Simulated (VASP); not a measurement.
# AlGaN2 (P-4m2) in VASP: a series of runs

The runs below take AlGaN2 through single point, with HSE06.

Program: VASP 6.6.1. These are calculated values, not measurements. Logs are shortened: lines on timing, memory, paths and dates and some standing lists are left out, and cuts for length are marked.

## 1. Starting point

The structure is tetragonal, space group P-4m2 (No. 115). Conventional cell: a = 3.141 Å, b = 3.141 Å, c = 4.424 Å, α = 90.00°, β = 90.00°, γ = 90.00°. Around Ga (site symmetry -4m2) lie 4 N at 1.95 Å. Al (site symmetry -4m2) is surrounded by 4 N at 1.89 Å. Around N (site symmetry 2mm) lie 2 Al at 1.89 Å and 2 Ga at 1.95 Å.

The cell comes from a database or a generator and needn't be the stable form of this composition.

## 2. Single point, HSE06

POSCAR

```
AlGaN2
1.0
    3.1408770487      0.0000000000      0.0000000000
    0.0000000000      3.1408770487      0.0000000000
    0.0000000000      0.0000000000      4.4238379400
Ga Al N
1 1 2
Direct
    0.0000000000      0.0000000000      0.0000000000
    0.5000000000      0.5000000000      0.5000000000
    0.0000000000      0.5000000000      0.2617351900
    0.5000000000      0.0000000000      0.7382648100
```

INCAR.step1

```
SYSTEM = AlGaN2
PREC = Accurate
ENCUT = 400
EDIFF = 1E-5
ISMEAR = 0
SIGMA = 0.01
LREAL = .False.
LASPH = .True.
NELM = 100
ALGO = Normal
ISIF = 2
LWAVE = .True.
LCHARG = .False.
NKRED = 1
NBANDS = 21
GGA = PE
```

INCAR.step2

```
SYSTEM = AlGaN2
PREC = Accurate
ENCUT = 400
EDIFF = 1E-6
ISMEAR = 0
SIGMA = 0.01
LREAL = .False.
LASPH = .True.
NELM = 100
ALGO = Normal
ISIF = 2
LWAVE = .False.
LCHARG = .False.
GGA = PE
LHFCALC = .True.
HFSCREEN = 0.2
PRECFOCK = Fast
NKRED = 1
NBANDS = 21
ISTART = 1
```

KPOINTS

```
Automatic mesh
0
Gamma
  4 4 3
  0 0 0
```

Potentials or basis: VASP PAW PBE potentials, release 64 (Ga_d, Al, N).

Command:

```bash
> cat potpaw_PBE.64/Ga_d/POTCAR potpaw_PBE.64/Al/POTCAR potpaw_PBE.64/N/POTCAR > POTCAR
> cp INCAR.step1 INCAR
> mpirun -np 1 vasp_std > vasp.out
> cp INCAR.step2 INCAR
> mpirun -np 1 vasp_std > vasp.out
```

OUTCAR:

```text
SYSTEM = AlGaN2
   PREC = Accurate
   ENCUT = 400
   EDIFF = 1E-6
   ISMEAR = 0
   LREAL = .False.
   LASPH = .True.
   NELM = 100
   ISIF = 2
   GGA = PE
   LHFCALC = .True.
   HFSCREEN = 0.2
   PRECFOCK = Fast
   NKRED = 1
   ISTART = 1

 Found     12 irreducible k-points:

 Following reciprocal coordinates:
            Coordinates               Weight
  0.000000  0.000000  0.000000      1.000000
  0.250000  0.000000  0.000000      4.000000
  0.500000  0.000000  0.000000      2.000000
  0.250000  0.250000  0.000000      4.000000
  0.500000  0.250000  0.000000      4.000000
  0.500000  0.500000  0.000000      1.000000
   k-points           NKPTS =     12   k-points in BZ     NKDIM =     48   number of bands    NBANDS=     21
   number of dos      NEDOS =    301   number of ions     NIONS =      4
   total plane-waves  NPLWV =  12000
   dimension x,y,z NGX =    20 NGY =   20 NGZ =   30
   dimension x,y,z NGXF=    40 NGYF=   40 NGZF=   60
   ions per type =               1   1   2
   NGX,Y,Z   is equivalent  to a cutoff of  10.59, 10.59, 11.27 a.u.
   NGXF,Y,Z  is equivalent  to a cutoff of  21.17, 21.17, 22.55 a.u.
 SYSTEM =  AlGaN2
   PREC   = accura    normal or accurate (medium, high low for compatibility)
   ISTART =      1    job   : 0-new  1-cont  2-samecut
   ICHARG =      0    charge: 1-file 2-atom 10-const
   ISPIN  =      1    spin polarized calculation?
   LNONCOLLINEAR =      F non collinear calculations
   LSORBIT =      F    spin-orbit coupling
   LASPH  =      T    aspherical Exc in radial PAW
   ENCUT  =  400.0 eV  29.40 Ry    5.42 a.u.   5.12  5.12  7.21*2*pi/ulx,y,z
   NELM   =    100;   NELMIN=  2; NELMDL=  0     # of ELM steps
   EDIFF  = 0.1E-05   stopping-criterion for ELM
   LREAL  =      F    real-space projection
   EDIFFG = 0.1E-04   stopping-criterion for IOM
   NSW    =      0    number of steps for IOM
   IBRION =     -1    ionic relax: 0-MD 1-quasi-New 2-CG
   NFREE  =      0    steps in history (QN), initial steepest desc. (CG)
   ISIF   =      2    stress and relaxation
   ISYM   =      3    0-nonsym 1-usesym 2-fastsym
   POTIM  = 0.5000    time-step for ionic-motion
   TEBEG  =    0.0;   TEEND  =   0.0 temperature during run
   PSTRESS=    0.0 pullay stress
   NELECT =      26.0000    total number of electrons
   NUPDOWN=      -1.0000    fix difference up-down
   EMIN   =  10.00;   EMAX   =-10.00  energy-range for DOS
   EFERMI =   0.00;   METHOD = LEGACY
   ISMEAR =     0;   SIGMA  =   0.01  broadening in eV -4-tet -1-fermi 0-gaus
   EFERMI_NEDOS =   21; number of points for ismear=-14 and -15
   IALGO  =     38    algorithm
   IMIX   =      1    mixing-type and parameters
     AMIX     =   0.40;   BMIX     =  1.00
     AMIX_MAG =   1.60;   BMIX_MAG =  1.00
  volume/ion in A,a.u.               =      10.91        73.63
  Fermi-wavevector in a.u.,A,eV,Ry     =   1.377523  2.603141 25.818009  1.897570
  Thomas-Fermi vector in A             =   2.502669
   LORBIT       =      0    0 simple, 1 ext, 2 COOP (PROOUT), +10 PAW based schemes
   GGA     = PE    functional components
   LHFCALC =     T    Hartree Fock is set to
   PRECFOCK=fast      Normal, Fast or Accurate (Low or Medium for compatibility)
   ENCUT4O =  -1.0   cutoff for four orbital integrals eV
   NKREDX  =     1    reduce k-point grid by
   NKREDY  =     1    reduce k-point grid by
   NKREDZ  =     1    reduce k-point grid by
   AEXX    =    0.2500 exact exchange contribution
   HFSCREEN=    0.2000 screening length (either q_TF or 0.3 A-1)
   HFSCREENC=   0.2000 screening length for correlation (either q_TF or 0.3 A-1)
   ENCUTFOCK=  -1.0 apply spherical cutoff to Coloumb kernel
   IVDW    =     0    specifies the selected vdW correction
   LEPSILON=     F    determine dielectric tensor
   LRPA    =     F    only Hartree local field effects (RPA)
 non-spin polarized calculation
 Gauss-broadening in eV      SIGMA  =   0.01
  energy-cutoff  :      400.00
  volume of cell :       43.64
 maximum number of plane-waves:       799
  NGX = 12; NGY = 12; NGZ = 16

 number of electron      26.0000036 magnetization

 Free energy of the ion-electron system (eV)
  ---------------------------------------------------
  ext. energy  EPLUGINS =         0.00000000
  ---------------------------------------------------
  free energy    TOTEN  =       -32.16013332 eV

  energy without entropy =      -32.16013332  energy(sigma->0) =      -32.16013332

 E-fermi :   4.9147     XC(G=0):  -9.2973

 val. band max:        4.7639756129   @ k =   0.0000   0.0000   0.0000
 cond. band min:       8.9504730653   @ k =   0.0000   0.0000   0.0000
 fundamental gap:      4.1864974524
 Fermi energy:         4.9146605010

 k-point     1 :       0.0000    0.0000    0.0000
  band No.  band energies     occupation
      1     -12.2450      2.00000
      2     -11.1774      2.00000
      3     -10.3183      2.00000
      4     -10.3183      2.00000
      5     -10.2505      2.00000
      6     -10.1181      2.00000
      7      -8.4839      2.00000
      8      -1.2032      2.00000
      9       2.2305      2.00000
     10       2.2305      2.00000
     11       4.5587      2.00000
     12       4.7640      2.00000
     13       4.7640      2.00000
     14       8.9505      0.00000
     15       9.5361      0.00000
     16      13.8859      0.00000
     17      17.7189      0.00000
     18      17.7189      0.00000
     19      17.8317      0.00000
     20      19.5963      0.00000
     21      21.7935      0.00000

 k-point     2 :       0.2500    0.0000    0.0000
  band No.  band energies     occupation
      1     -11.7808      2.00000
      2     -11.1707      2.00000
      3     -10.3102      2.00000
      4     -10.2747      2.00000
      5     -10.1528      2.00000
      6     -10.1266      2.00000
      7      -8.3993      2.00000
      8      -0.7120      2.00000
      9       0.4494      2.00000
     10       2.2029      2.00000
     11       2.7310      2.00000
     12       3.7858      2.00000
     13       4.6230      2.00000
     14      10.8846      0.00000
     15      11.4444      0.00000
     16      15.1431      0.00000
     17      17.0104      0.00000
     18      17.6813      0.00000
     19      18.2372      0.00000
     20      18.7669      0.00000
     21      20.1129      0.00000

 k-point     3 :       0.5000    0.0000    0.0000
  band No.  band energies     occupation
      1     -11.3630      2.00000
      2     -11.1513      2.00000
      3     -10.3019      2.00000
      4     -10.2186      2.00000
      5     -10.1875      2.00000
      6      -9.3291      2.00000
      7      -8.9898      2.00000
      8      -0.8214      2.00000
      9      -0.1075      2.00000
     10       1.6168      2.00000
     11       1.6786      2.00000
     12       3.6294      2.00000
     13       4.0861      2.00000
     14      13.4202      0.00000
     15      13.6183      0.00000
     16      14.3316      0.00000
     17      14.7055      0.00000
     18      16.7683      0.00000
     19      17.7054      0.00000
     20      18.4882      0.00000
     21      18.5734      0.00000

 k-point     4 :       0.2500    0.2500    0.0000
  band No.  band energies     occupation
      1     -11.4566      2.00000
      2     -11.1492      2.00000
      3     -10.3127      2.00000
      4     -10.2155      2.00000
      5     -10.2023      2.00000
      6      -9.8656      2.00000
      7      -8.2809      2.00000
      8      -0.4411      2.00000
      9       0.8110      2.00000
     10       1.3490      2.00000
     11       1.5286      2.00000
     12       3.3645      2.00000
     13       3.4528      2.00000
     14      11.3566      0.00000
     15      12.2535      0.00000
     16      14.5689      0.00000
     17      17.2168      0.00000
     18      17.5475      0.00000
     19      17.6892      0.00000
     20      18.1930      0.00000
     21      19.5579      0.00000

 k-point     5 :       0.5000    0.2500    0.0000
  band No.  band energies     occupation
      1     -11.2415      2.00000
      2     -11.1089      2.00000
      3     -10.2689      2.00000
      4     -10.2501      2.00000
      5     -10.1729      2.00000
      6      -8.9345      2.00000
      7      -8.7240      2.00000
      8      -0.9009      2.00000
      9      -0.1334      2.00000
     10       1.9552      2.00000
     11       1.9841      2.00000
     12       2.4703      2.00000
     13       2.6175      2.00000
     14      11.1121      0.00000
     15      11.3685      0.00000
     16      14.0910      0.00000
     17      16.1244      0.00000
     18      17.5299      0.00000
     19      17.5909      0.00000
     20      19.9274      0.00000
     21      20.2076      0.00000

 k-point     6 :       0.5000    0.5000    0.0000
  band No.  band energies     occupation
      1     -11.1240      2.00000
      2     -11.1240      2.00000
      3     -10.3073      2.00000
      4     -10.1650      2.00000
      5     -10.1461      2.00000
      6      -8.4018      2.00000
      7      -8.4018      2.00000
      8      -1.6708      2.00000
      9      -0.6945      2.00000
     10       2.2504      2.00000
     11       2.3345      2.00000
     12       2.3345      2.00000
     13       2.3810      2.00000
     14       9.2781      0.00000
     15       9.2781      0.00000
     16      12.6880      0.00000
     17      14.9378      0.00000
     18      19.4312      0.00000
     19      19.8797      0.00000
     20      21.4651      0.00000
     21      21.6766      0.00000

 [... further k-points ...]
[... 5 lines left out ...]
  --------------------------------------------------------------------------------------
  -------------------------------------------------------------------------------------
  Total       -1.1802341     -1.1802341     -1.3235449      0.0000000      0.0000000      0.0000000
  in kB      -43.3289007    -43.3289007    -48.5901451      0.0000000      0.0000000      0.0000000
  external PRESSURE =     -45.0826488 kB  Pullay stress =       0.0000000 kB

 VOLUME and BASIS-vectors are now :
 -----------------------------------------------------------------------------
  energy-cutoff  :      400.00
  volume of cell :       43.64
      direct lattice vectors                 reciprocal lattice vectors
     3.140877049  0.000000000  0.000000000     0.318382409  0.000000000  0.000000000
     0.000000000  3.140877049  0.000000000     0.000000000  0.318382409  0.000000000
     0.000000000  0.000000000  4.423837940     0.000000000  0.000000000  0.226048064

 POSITION                                       TOTAL-FORCE (eV/Angst)
 -----------------------------------------------------------------------------------
      0.00000      0.00000      0.00000         0.000000      0.000000      0.000000
      1.57044      1.57044      2.21192        -0.000000     -0.000000      0.000000
      0.00000      1.57044      1.15787        -0.000000      0.000000     -0.111748
      1.57044      0.00000      3.26596        -0.000000      0.000000      0.111748
 -----------------------------------------------------------------------------------
    total drift:                               -0.000004      0.000001     -0.000003

  FREE ENERGIE OF THE ION-ELECTRON SYSTEM (eV)
  ---------------------------------------------------
  free  energy   TOTEN  =       -32.1601333170 eV

  energy  without entropy=      -32.1601333170  energy(sigma->0) =      -32.16013332
```

Run time: 2.4 min. Hardware: 1 thread of Intel Xeon Platinum 8488C (Sapphire Rapids), shared host; peak memory 0.25 GiB.

These settings aren't checked as converged: the numbers below hold their error.

What came out:

* Free energy: -32.1601 eV
* Largest force: 0.112 eV/Å
* Band gap on the k mesh: 4.19 eV, direct

Caveat: the k mesh is coarse (spacing up to 0.50 Å⁻¹), so the values aren't converged, least of all with exact exchange; the cutoff is under 1.25 times the usual one of these potentials, so pressure, stress and relaxed cells hold a basis-set (Pulay) error; the PAW data sets were made with another functional, which shifts forces and pressure a little; an odd mesh through Γ misses points on the zone boundary, where band edges often lie.

## 3. Single point, HSE06

POSCAR is that of step 2.

INCAR.step1 is that of step 2.

Edit INCAR.step2 of step 2 so:

```diff
@@ -16,3 +16,3 @@
 HFSCREEN = 0.2
-PRECFOCK = Fast
+PRECFOCK = Medium
 NKRED = 1
```

KPOINTS

```
Automatic mesh
0
Gamma
  5 5 3
  0 0 0
```

Potentials or basis: VASP PAW PBE potentials, release 64 (Ga_d, Al, N).

Command:

```bash
> cat potpaw_PBE.64/Ga_d/POTCAR potpaw_PBE.64/Al/POTCAR potpaw_PBE.64/N/POTCAR > POTCAR
> cp INCAR.step1 INCAR
> mpirun -np 1 vasp_std > vasp.out
> cp INCAR.step2 INCAR
> mpirun -np 1 vasp_std > vasp.out
```

Run time: 14 min. Hardware: 1 thread of Intel Xeon Platinum 8488C (Sapphire Rapids), shared host; peak memory 0.26 GiB.

The run converged, but some of its settings lie outside the range that counts as converged, so its numbers aren't taken as properties of the crystal.

What came out:

```yaml
Free_energy: -32.1819 eV
Largest_force: 0.117 eV/Å
Band_gap_on_the_k_mesh: 4.17 eV, direct
```

Caveat: the k mesh is coarse (spacing up to 0.47 Å⁻¹), so the values aren't converged, least of all with exact exchange; the cutoff is under 1.25 times the usual one of these potentials, so pressure, stress and relaxed cells hold a basis-set (Pulay) error; the PAW data sets were made with another functional, which shifts forces and pressure a little.

## 4. Single point, HSE06

POSCAR is that of step 3.

INCAR.step1 is that of step 3.

Edit INCAR.step2 of step 3 so:

```diff
@@ -16,3 +16,3 @@
 HFSCREEN = 0.2
-PRECFOCK = Medium
+PRECFOCK = Fast
 NKRED = 1
```

KPOINTS

```
Automatic mesh
0
Gamma
  5 5 4
  0 0 0
```

Command:

```bash
> cat potpaw_PBE.64/Ga_d/POTCAR potpaw_PBE.64/Al/POTCAR potpaw_PBE.64/N/POTCAR > POTCAR
> cp INCAR.step1 INCAR
> mpirun -np 1 vasp_std > vasp.out
> cp INCAR.step2 INCAR
> mpirun -np 1 vasp_std > vasp.out
```

Run time: 6.9 min. Hardware: 1 thread of Intel Xeon Platinum 8488C (Sapphire Rapids), shared host; peak memory 0.25 GiB.

These settings aren't checked as converged: the numbers below hold their error.

Results:

| Property | Result |
| --- | --- |
| Free energy | -32.1806 eV |
| Largest force | 0.125 eV/Å |
| Band gap on the k mesh | 4.17 eV, direct |

Caveat: the cutoff is under 1.25 times the usual one of these potentials, so pressure, stress and relaxed cells hold a basis-set (Pulay) error; the PAW data sets were made with another functional, which shifts forces and pressure a little.
